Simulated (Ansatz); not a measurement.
Crystal: PbS (Galena).

```xyz
2
Lattice="0.0000 2.9657 2.9657 2.9657 0.0000 2.9657 2.9657 2.9657 0.0000" Properties=species:S:1:pos:R:3 pbc="T T T"
Pb    0.0000    0.0000    0.0000
S     2.9657    2.9657    2.9657
```

Base run:

- Program: Ansatz 0.2.0
- Functional: LDA
- Potentials or basis: Ansatz PAW
- Cutoff: 420 eV (not typed: the program's choice for these potentials)
- k mesh: 6 × 6 × 6
- Occupations: fermi-dirac, width 0.05 eV
- Spin: spin-orbit coupling, no magnetisation

Its results: band gap on the k mesh 0.21 eV, direct; pressure -3.3 GPa.

Task: After a change of settings the same cell gave: band gap on the k mesh 0.17 eV, direct; pressure -1.6 GPa. Which change was it?
A. k mesh from 6 × 6 × 6 to 8 × 8 × 8; spin from spin-orbit coupling, no magnetisation to no spin polarisation; potential files from those of the base run to others of the same set
B. functional from LDA to PBE
C. functional from LDA to PBEsol

Result: C.

PBEsol binds less tightly than LDA, so the same cell stands under more pressure.

Caveats: the PAW data sets come from PBE, with cores solved anew for the run's functional, which leaves a small shift of forces and pressure.
